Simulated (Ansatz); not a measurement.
**Ga: which structure wins at one pressure**

Which of bcc, hcp, beta tin, omega, simple hexagonal has the lowest enthalpy for Ga at one common pressure? The runs shown use LAPW. Companion runs by PAW are cited.

Computed with Ansatz 0.2.0 (DFT, PBE, all-electron LAPW, scalar-relativistic, unless a step's input says otherwise).

## Step 1: Starting point

The structure is cubic, space group Im-3m (No. 229). Conventional cell: a = 3.005 Å, b = 3.005 Å, c = 3.005 Å, α = 90.00°, β = 90.00°, γ = 90.00°. Around Ga (site symmetry m-3m) lie 8 Ga at 2.60 Å.

Structure file:

```
Ga
1.0
    -1.50235    1.50235    1.50235
     1.50235   -1.50235    1.50235
     1.50235    1.50235   -1.50235
Ga
1
Direct
  0.00000 0.00000 0.00000
```

## Step 2: Bcc relaxed under pressure, LAPW

input.yaml

```yaml
crystal:
  lattice:
    - [-1.5023514815, 1.5023514815, 1.5023514815]
    - [1.5023514815, -1.5023514815, 1.5023514815]
    - [1.5023514815, 1.5023514815, -1.5023514815]
  atoms:
    - { symbol: Ga, position: [0.0, 0.0, 0.0] }
kpoints:
  mp_grid: { grid: [18, 18, 18] }
scf:
  occupations: { method: fermi_dirac, width: 0.1 }
hamiltonian:
  xc: pbe
  pseudopotentials: { kind: all_electron, lapw: { basis_error: 0.0005 } }
output:
  forces: true
  stress: true
  eigenvalues: true
relax:
  f_tol: 0.005
  max_steps: 12
  cell: { p_target: 39.0, stress_tol: 0.03 }
```

Launch:

```
$ ansatz run input.yaml --threads 1 --pin off --max-ram 3584MiB --backend cpu --events-out ev --progress --plain --runs-dir out
```

Log, shortened:

```text
[...]
LAPW: plane waves up to 9.202 Å⁻¹, error target 5.0e-4 eV per atom; small_component_spin mean_spin; Ga in spheres of 1.262 Å, 21 of its electrons in bands, Dirac shells []
[...]
Pseudopotentials: kind: all_electron
Pseudopotential: Ga, LAPW, valence charge 21, Koelling and Harmon's equation, gaussian nucleus
Functional definition: PBE
[...]
Crystal: 1 atoms, lattice volume = 13.564 Å³
Basis set: ecut = 322.6289416396974 eV, 177 PW (Γ), exchange–correlation at level 2
Bands: 15, of which v1, the nominal top of the filled ones, is band 11 counted from 1 (10 counted from 0)
Symmetry: 48 space group operations
Space group: Im-3m (ITA 229), of the structure as read, at distance tolerance 2.4e-5 Å
k-points: 195 of 5832
[...]
SCF iter   1: F=—  HF=-52899.393744 eV  |F-HF|=—  |Δ(HF+E_count)|=         —  Δρ=1.43e-2  dr2=1.48e-2  ethr=7.02e-5  ⟨swp⟩=3.2  Hψ=20480  notcnv=0
[...]
relax step   1: F+E_penalty+E_count = -52899.32823293 eV  Δ(F+E_penalty+E_count) = +0.000e0 eV  max|allowed force component| = 0.000e0 eV/Å  Δτ_max = 0.0000 Å  P = +39.061 GPa  Ω = 13.564 Å³  (6 SCF iters, accepted)
[...]
relax step   2: F+E_penalty+E_count = -52899.32945123 eV  Δ(F+E_penalty+E_count) = -1.218e-3 eV  max|allowed force component| = 0.000e0 eV/Å  Δτ_max = 0.0000 Å  P = +38.984 GPa  Ω = 13.569 Å³  (2 SCF iters, accepted)
[...]
relax step   3: F+E_penalty+E_count = -52899.32945123 eV  Δ(F+E_penalty+E_count) = +4.220e-10 eV  max|allowed force component| = 0.000e0 eV/Å  Δτ_max = 0.0000 Å  P = +38.985 GPa  Ω = 13.569 Å³  stress off target by 1.54e-2 GPa  SCF on the basis re-selected at this cell (its energy is not [...]
SCF converged after 2 iterations
Free energy (F): -52899.329451 eV
[...]
E sigma→0 (E₀):  -52899.324616 eV
Entropy (-TS):   -0.009671 eV (-9.671 meV/atom)
Fermi energy:    17.915685 eV
[...]
--- Forces (eV/Å), atoms counted from 1 ---
  atom   1  Ga    -0.00000000    -0.00000000     0.00000000
[...]
--- Stress (GPa, compression-positive) ---
       38.984588      -0.000000       0.000000
       -0.000000      38.984588       0.000000
        0.000000       0.000000      38.984588
  P = ⅓ Tr σ = 38.9846 GPa (389.846 kbar)
--- Band table (eV; the first three rows and the last of 195) ---
  k-point 0: bands = ["-126.2567", "-76.9803", "-76.9803", "-76.9803", "2.3739", "2.3739", "2.3739", "2.7703", "2.7703", "3.8497", "35.0991", "35.0991", "35.0991", "37.7534", "37.7534"]
[...]
--- Relaxed structure (2 steps of the walk, 2 accepted, 1 SCFs on fresh bases) ---
  F+E_penalty+E_count = -52899.32945123 eV   max|allowed force component| = 0.000e0 eV/Å   (the final SCF, on the basis selected at the relaxed cell)
  cell:  # Å, volume = 13.5686 Å³
    - [-1.502536141590079, 1.502536141590079, 1.502536141590079]
    - [1.502536141590079, -1.502536141590079, 1.502536141590079]
    - [1.502536141590079, 1.502536141590079, -1.502536141590079]
  atoms:
    - { symbol: Ga, position: [0.0, 0.0, 0.0] }
```

Run time: 21 s. Hardware: 1 thread of Intel Xeon Platinum 8488C (Sapphire Rapids), shared host; peak memory 0.42 GiB.

Relaxation path:

```tsv
step	energy from step 1 (eV/cell)	largest force component (eV/Å)	pressure (GPa)	volume (Å³)
1	0.0000	0.0000	39.06	13.56
2	-0.0012	0.0000	38.98	13.57
3	-0.0012	0.0000	38.98	13.57
```

Step 1 is the start. Step 3 repeats the geometry before on a plane-wave basis chosen anew for that cell, so the energy can jump there without any move; the table keeps such jumps.

| input's cell | before | after | change |
| --- | --- | --- | --- |
| a (Å) | 2.602 | 2.602 | +0.0 % |
| b (Å) | 2.602 | 2.602 | +0.0 % |
| c (Å) | 2.602 | 2.602 | +0.0 % |
| volume (Å³/atom) | 13.56 | 13.57 | +0.0 % |

This run gives: pressure 38.98 GPa; no gap.

## Step 3: Hcp relaxed under pressure, LAPW

input.yaml

```yaml
crystal:
  lattice:
    - [2.6568717997, 0.0, 0.0]
    - [-1.3284358998, 2.3009184731, 0.0]
    - [0.0, 0.0, 4.399224086]
  atoms:
    - { symbol: Ga, position: [0.3333333333, 0.6666666667, 0.25] }
    - { symbol: Ga, position: [0.6666666667, 0.3333333333, 0.75] }
kpoints:
  mp_grid: { grid: [16, 16, 9] }
scf:
  occupations: { method: fermi_dirac, width: 0.1 }
hamiltonian:
  xc: pbe
  pseudopotentials: { kind: all_electron, lapw: { basis_error: 0.0005 } }
output:
  forces: true
  stress: true
  eigenvalues: true
relax:
  f_tol: 0.005
  max_steps: 12
  cell: { p_target: 39.0, stress_tol: 0.03 }
```

Launch:

```
$ ansatz run input.yaml --threads 1 --pin off --max-ram 3584MiB --backend cpu --events-out ev --progress --plain --runs-dir out
```

Log, shortened:

```text
[...]
LAPW: plane waves up to 8.972 Å⁻¹, error target 5.0e-4 eV per atom; small_component_spin mean_spin; Ga in spheres of 1.289 Å, 21 of its electrons in bands, Dirac shells []
[...]
[... 3 set-up lines as earlier in the session ...]
[...]
Crystal: 2 atoms, lattice volume = 26.894 Å³
Basis set: ecut = 306.70192941627465 eV, 313 PW (Γ), exchange–correlation at level 2
Bands: 26, of which v1, the nominal top of the filled ones, is band 21 counted from 1 (20 counted from 0)
Symmetry: 24 space group operations
Space group: P63/mmc (ITA 194), of the structure as read, at distance tolerance 3.0e-5 Å
k-points: 150 of 2304
[...]
SCF iter   1: F=—  HF=-105798.813725 eV  |F-HF|=—  |Δ(HF+E_count)|=         —  Δρ=1.39e-2  dr2=2.52e-2  ethr=5.97e-5  ⟨swp⟩=3.0  Hψ=26941  notcnv=0
[...]
  atom   2  Ga    -0.00000000     0.00000000    -0.00000000
[...]
--- Stress (GPa, compression-positive) ---
       38.981242       0.000000       0.000000
        0.000000      38.981242       0.000000
        0.000000       0.000000      38.971744
  P = ⅓ Tr σ = 38.9781 GPa (389.781 kbar)
--- Band table (eV; the first three rows and the last of 150) ---
[... band rows left out ...]
[...]
--- Relaxed structure (2 steps of the walk, 2 accepted, 1 SCFs on fresh bases) ---
  F+E_penalty+E_count = -105798.68137332 eV   max|allowed force component| = 8.095e-18 eV/Å   (the final SCF, on the basis selected at the relaxed cell)
  cell:  # Å, volume = 26.9073 Å³
    - [2.6573548730253194, -2.8872745583806904e-11, -1.1385982734354152e-34]
    - [-1.328677436487655, 2.301336826924734, -4.167558928038898e-35]
    - [-1.8852806332007446e-34, -1.8852806332007446e-34, 4.399872459664155]
  atoms:
    - { symbol: Ga, position: [0.33333333333333326, 0.6666666666666666, 0.25] }
    - { symbol: Ga, position: [0.6666666666666667, 0.3333333333333333, 0.7500000000000001] }
```

Wall time 37 s (1 thread of Intel Xeon Platinum 8488C (Sapphire Rapids), shared host); peak memory 0.58 GiB.

The steps of the relaxation:

```tsv
step	energy from step 1 (eV/cell)	largest force component (eV/Å)	pressure (GPa)	volume (Å³)
1	0.0000	0.0000	39.08	26.89
2	-0.0033	0.0000	38.98	26.91
3	-0.0033	0.0000	38.98	26.91
```

Step 1 is the start. Step 3 repeats the geometry before on a plane-wave basis chosen anew for that cell, so the energy can jump there without any move; the table keeps such jumps.

| input's cell | before | after | change |
| --- | --- | --- | --- |
| a (Å) | 2.657 | 2.657 | +0.0 % |
| b (Å) | 2.657 | 2.657 | +0.0 % |
| c (Å) | 4.399 | 4.400 | +0.0 % |
| volume (Å³/atom) | 13.45 | 13.45 | +0.1 % |

This run gives: pressure 38.98 GPa; no gap.

## Step 4: Beta tin relaxed under pressure, LAPW

input.yaml

```yaml
crystal:
  lattice:
    - [-2.3686077263, 2.3686077263, 1.2423380313]
    - [2.3686077263, -2.3686077263, 1.2423380313]
    - [2.3686077263, 2.3686077263, -1.2423380313]
  atoms:
    - { symbol: Ga, position: [-0.375, -0.125, -0.25] }
    - { symbol: Ga, position: [0.375, 0.125, 0.25] }
kpoints:
  mp_grid: { grid: [17, 17, 17] }
scf:
  occupations: { method: fermi_dirac, width: 0.1 }
hamiltonian:
  xc: pbe
  pseudopotentials: { kind: all_electron, lapw: { basis_error: 0.0005 } }
output:
  forces: true
  stress: true
  eigenvalues: true
relax:
  f_tol: 0.005
  max_steps: 12
  cell: { p_target: 39.0, stress_tol: 0.03 }
```

Launch:

```
$ ansatz run input.yaml --threads 1 --pin off --max-ram 3584MiB --backend cpu --events-out ev --progress --plain --runs-dir out
```

Log, shortened:

```text
[...]
LAPW: plane waves up to 9.901 Å⁻¹, error target 5.0e-4 eV per atom; small_component_spin mean_spin; Ga in spheres of 1.188 Å, 21 of its electrons in bands, Dirac shells []
[...]
[... 3 set-up lines as earlier in the session ...]
[...]
Crystal: 2 atoms, lattice volume = 27.880 Å³
Basis set: ecut = 373.52048597487476 eV, 451 PW (Γ), FFT grids on a1+a2, a2, a3, exchange–correlation at level 2
Bands: 26, of which v1, the nominal top of the filled ones, is band 21 counted from 1 (20 counted from 0)
Symmetry: 16 space group operations
Space group: I41/amd (ITA 141), of the structure as read, at distance tolerance 3.0e-5 Å
k-points: 405 of 4913
[...]
  atom   1  Ga     0.00000000     0.00000000     0.00000000
  atom   2  Ga     0.00000000    -0.00000000    -0.00000000
[...]
--- Stress (GPa, compression-positive) ---
       38.989219      -0.000000      -0.000000
       -0.000000      38.989219       0.000000
       -0.000000       0.000000      38.996514
  P = ⅓ Tr σ = 38.9917 GPa (389.917 kbar)
--- Band table (eV; the first three rows and the last of 405) ---
[... band rows left out ...]
[...]
--- Relaxed structure (2 steps of the walk, 2 accepted, 1 SCFs on fresh bases) ---
  F+E_penalty+E_count = -105798.60301638 eV   max|allowed force component| = 2.168e-18 eV/Å   (the final SCF, on the basis selected at the relaxed cell)
  cell:  # Å, volume = 27.8905 Å³
    - [-2.368917807918802, 2.368917807918802, 1.242501764605652]
    - [2.368917807918802, -2.368917807918802, 1.242501764605652]
    - [2.368917807918802, 2.368917807918802, -1.242501764605652]
  atoms:
    - { symbol: Ga, position: [-0.375, -0.12500000000000006, -0.24999999999999997] }
    - { symbol: Ga, position: [0.375, 0.12500000000000006, 0.24999999999999997] }
```

Wall time 1.8 min (1 thread of Intel Xeon Platinum 8488C (Sapphire Rapids), shared host); peak memory 1.2 GiB.

Relaxation path:

```tsv
step	energy from step 1 (eV/cell)	largest force component (eV/Å)	pressure (GPa)	volume (Å³)
1	0.0000	0.0000	39.07	27.88
2	-0.0027	0.0000	38.99	27.89
3	-0.0027	0.0000	38.99	27.89
```

Step 1 is the start. Step 3 repeats the geometry before on a plane-wave basis chosen anew for that cell, so the energy can jump there without any move; the table keeps such jumps.

| input's cell | before | after | change |
| --- | --- | --- | --- |
| a (Å) | 3.573 | 3.573 | +0.0 % |
| b (Å) | 3.573 | 3.573 | +0.0 % |
| c (Å) | 3.573 | 3.573 | +0.0 % |
| volume (Å³/atom) | 13.94 | 13.95 | +0.0 % |

Read from it: pressure 38.99 GPa; no gap.

## Step 5: Omega relaxed under pressure, LAPW

input.yaml

```yaml
crystal:
  lattice:
    - [4.3125502008, 0.0, 0.0]
    - [-2.1562751004, 3.734778029, 0.0]
    - [0.0, 0.0, 2.5323893961]
  atoms:
    - { symbol: Ga, position: [0.0, 0.0, 0.0] }
    - { symbol: Ga, position: [0.3333333333, 0.6666666667, 0.5] }
    - { symbol: Ga, position: [0.6666666667, 0.3333333333, 0.5] }
kpoints:
  mp_grid: { grid: [9, 9, 12] }
scf:
  occupations: { method: fermi_dirac, width: 0.1 }
hamiltonian:
  xc: pbe
  pseudopotentials: { kind: all_electron, lapw: { basis_error: 0.0005 } }
output:
  forces: true
  stress: true
  eigenvalues: true
relax:
  f_tol: 0.005
  max_steps: 12
  cell: { p_target: 39.0, stress_tol: 0.03 }
```

Launch:

```
$ ansatz run input.yaml --threads 1 --pin off --max-ram 3584MiB --backend cpu --events-out ev --progress --plain --runs-dir out
```

Log, shortened:

```text
[...]
LAPW: plane waves up to 9.706 Å⁻¹, error target 5.0e-4 eV per atom; small_component_spin mean_spin; Ga in spheres of 1.208 Å, 21 of its electrons in bands, Dirac shells []
[...]
[... 3 set-up lines as earlier in the session ...]
[...]
Crystal: 3 atoms, lattice volume = 40.788 Å³
Basis set: ecut = 358.8893099055916 eV, 643 PW (Γ), exchange–correlation at level 2
Bands: 38, of which v1, the nominal top of the filled ones, is band 32 counted from 1 (31 counted from 0)
[... 1 set-up line as earlier in the session ...]
Space group: P6/mmm (ITA 191), of the structure as read, at distance tolerance 3.4e-5 Å
k-points: 84 of 972
[...]
SCF iter   1: F=—  HF=-158698.164435 eV  |F-HF|=—  |Δ(HF+E_count)|=         —  Δρ=1.74e-2  dr2=7.98e-2  ethr=1.26e-4  ⟨swp⟩=3.0  Hψ=20820  notcnv=0
[...]
--- Stress (GPa, compression-positive) ---
       38.979367      -0.000000       0.000000
        0.000000      38.979367      -0.000000
        0.000000      -0.000000      38.982893
  P = ⅓ Tr σ = 38.9805 GPa (389.805 kbar)
--- Band table (eV; the first three rows and the last of 84) ---
[...]
--- Relaxed structure (2 steps of the walk, 2 accepted, 1 SCFs on fresh bases) ---
  F+E_penalty+E_count = -158697.96763820 eV   max|allowed force component| = 3.180e-18 eV/Å   (the final SCF, on the basis selected at the relaxed cell)
  cell:  # Å, volume = 40.8053 Å³
    - [4.313184280403681, -5.147427282605003e-33, -1.6085710258140634e-34]
    - [-2.1565921402018406, 3.7353271580332916, -1.9818412313861146e-34]
    - [-9.44575255699816e-35, -1.889150511399632e-34, 2.532737500096525]
  atoms:
    - { symbol: Ga, position: [-3.3480588950594365e-35, -2.0054009912666398e-35, -3.1688286619632484e-36] }
    - { symbol: Ga, position: [0.3333333333333333, 0.6666666666666666, 0.5] }
    - { symbol: Ga, position: [0.6666666666666666, 0.3333333333333333, 0.5] }
```

Run time: 51 s. Hardware: 1 thread of Intel Xeon Platinum 8488C (Sapphire Rapids), shared host; peak memory 0.6 GiB.

Step by step:

```tsv
step	energy from step 1 (eV/cell)	largest force component (eV/Å)	pressure (GPa)	volume (Å³)
1	0.0000	0.0000	39.07	40.79
2	-0.0043	0.0000	38.98	40.81
3	-0.0043	0.0000	38.98	40.81
```

Step 1 is the start. Step 3 repeats the geometry before on a plane-wave basis chosen anew for that cell, so the energy can jump there without any move; the table keeps such jumps.

| input's cell | before | after | change |
| --- | --- | --- | --- |
| a (Å) | 4.313 | 4.313 | +0.0 % |
| b (Å) | 4.313 | 4.313 | +0.0 % |
| c (Å) | 2.532 | 2.533 | +0.0 % |
| volume (Å³/atom) | 13.60 | 13.60 | +0.0 % |

This run gives: pressure 38.98 GPa; no gap.

## Step 6: Simple hexagonal relaxed under pressure, LAPW

input.yaml

```yaml
crystal:
  lattice:
    - [2.5486616442, 0.0, 0.0]
    - [-1.2743308221, 2.2072057295, 0.0]
    - [0.0, 0.0, 2.453773855]
  atoms:
    - { symbol: Ga, position: [0.0, 0.0, 0.0] }
kpoints:
  mp_grid: { grid: [17, 17, 16] }
scf:
  occupations: { method: fermi_dirac, width: 0.1 }
hamiltonian:
  xc: pbe
  pseudopotentials: { kind: all_electron, lapw: { basis_error: 0.0005 } }
output:
  forces: true
  stress: true
  eigenvalues: true
relax:
  f_tol: 0.005
  max_steps: 12
  cell: { p_target: 39.0, stress_tol: 0.03 }
```

Launch:

```
$ ansatz run input.yaml --threads 1 --pin off --max-ram 3584MiB --backend cpu --events-out ev --progress --plain --runs-dir out
```

Log, shortened:

```text
[...]
LAPW: plane waves up to 9.877 Å⁻¹, error target 5.0e-4 eV per atom; small_component_spin mean_spin; Ga in spheres of 1.190 Å, 21 of its electrons in bands, Dirac shells []
[...]
[... 3 set-up lines as earlier in the session ...]
[...]
Crystal: 1 atoms, lattice volume = 13.804 Å³
Basis set: ecut = 371.67768653366943 eV, 217 PW (Γ), exchange–correlation at level 2
Bands: 15, of which v1, the nominal top of the filled ones, is band 11 counted from 1 (10 counted from 0)
[... 1 set-up line as earlier in the session ...]
Space group: P6/mmm (ITA 191), of the structure as read, at distance tolerance 2.4e-5 Å
k-points: 297 of 4624
[...]
SCF iter   1: F=—  HF=-52899.391349 eV  |F-HF|=—  |Δ(HF+E_count)|=         —  Δρ=1.73e-2  dr2=1.84e-2  ethr=8.75e-5  ⟨swp⟩=3.0  Hψ=30477  notcnv=0
[...]
Fermi energy:    17.153842 eV
[...]
--- Forces (eV/Å), atoms counted from 1 ---
  atom   1  Ga    -0.00000000    -0.00000000     0.00000000
[...]
--- Stress (GPa, compression-positive) ---
       38.994827      -0.000000       0.000000
        0.000000      38.994827      -0.000000
        0.000000      -0.000000      38.993078
  P = ⅓ Tr σ = 38.9942 GPa (389.942 kbar)
--- Band table (eV; the first three rows and the last of 297) ---
  k-point 0: bands = ["-126.8156", "-77.5388", "-77.5388", "-77.5188", "1.3376", "1.8585", "1.8585", "2.4080", "2.4080", "3.5566", "27.7208", "31.1225", "32.7507", "32.7507", "35.4636"]
[...]
--- Relaxed structure (2 steps of the walk, 2 accepted, 1 SCFs on fresh bases) ---
  F+E_penalty+E_count = -52899.32658928 eV   max|allowed force component| = 0.000e0 eV/Å   (the final SCF, on the basis selected at the relaxed cell)
  cell:  # Å, volume = 13.8088 Å³
    - [2.548969621421875, -2.72831741075765e-34, 0.0]
    - [-1.2744848107109374, 2.2074724456261468, 0.0]
    - [0.0, 0.0, 2.4541129829041153]
  atoms:
    - { symbol: Ga, position: [0.0, 0.0, 0.0] }
```

It took 28 s on 1 thread of Intel Xeon Platinum 8488C (Sapphire Rapids), shared host; peak memory 0.52 GiB.

Relaxation path:

```tsv
step	energy from step 1 (eV/cell)	largest force component (eV/Å)	pressure (GPa)	volume (Å³)
1	0.0000	0.0000	39.07	13.80
2	-0.0013	0.0000	38.99	13.81
3	-0.0013	0.0000	38.99	13.81
```

Step 1 is the start. Step 3 repeats the geometry before on a plane-wave basis chosen anew for that cell, so the energy can jump there without any move; the table keeps such jumps.

| input's cell | before | after | change |
| --- | --- | --- | --- |
| a (Å) | 2.549 | 2.549 | +0.0 % |
| b (Å) | 2.549 | 2.549 | +0.0 % |
| c (Å) | 2.454 | 2.454 | +0.0 % |
| volume (Å³/atom) | 13.80 | 13.81 | +0.0 % |

Read from it: pressure 38.99 GPa; no gap.

## Step 7: The series in one table

Rows by PAW come from runs of the same series that aren't printed here.

Enthalpy per atom, H = F + pV at p = 39 GPa, from each method's lowest phase:

```
method             start  space group, start → end  volume (Å³/atom)  pressure (GPa)  enthalpy (meV/atom)
  LAPW               bcc             Im-3m → Im-3m            13.569            39.0                 39.2
  LAPW               hcp       P6_3/mmc → P6_3/mmc            13.454            39.0                  0.0
  LAPW          beta tin       I4_1/amd → I4_1/amd            13.945            39.0                158.9
  LAPW             omega           P6/mmm → P6/mmm            13.602            39.0                 54.2
  LAPW  simple hexagonal           P6/mmm → P6/mmm            13.809            39.0                100.5
   PAW               bcc             Im-3m → Im-3m            13.564            39.0                 39.3
   PAW               hcp       P6_3/mmc → P6_3/mmc            13.447            39.0                  0.0
   PAW          beta tin       I4_1/amd → I4_1/amd            13.940            39.0                159.0
   PAW             omega           P6/mmm → P6/mmm            13.596            39.0                 54.3
   PAW  simple hexagonal           P6/mmm → P6/mmm            13.804            39.0                100.6
```

## Step 8: Results

| quantity | value |
| --- | --- |
| pressure | 39 GPa |
| lowest (LAPW) | hcp, 39.2 meV/atom under bcc |
| lowest (PAW) | hcp, 39.3 meV/atom under bcc |

**Reading.** By LAPW the order is hcp < bcc < omega < simple hexagonal < beta tin. By PAW the order is hcp < bcc < omega < simple hexagonal < beta tin. The methods agree on the lowest phase. Only these structures were tried, with electrons smeared by 0.1 eV and without vibrations, so the true ground state may be another. The k meshes differ between phases and weren't tested, which can move differences by some meV.
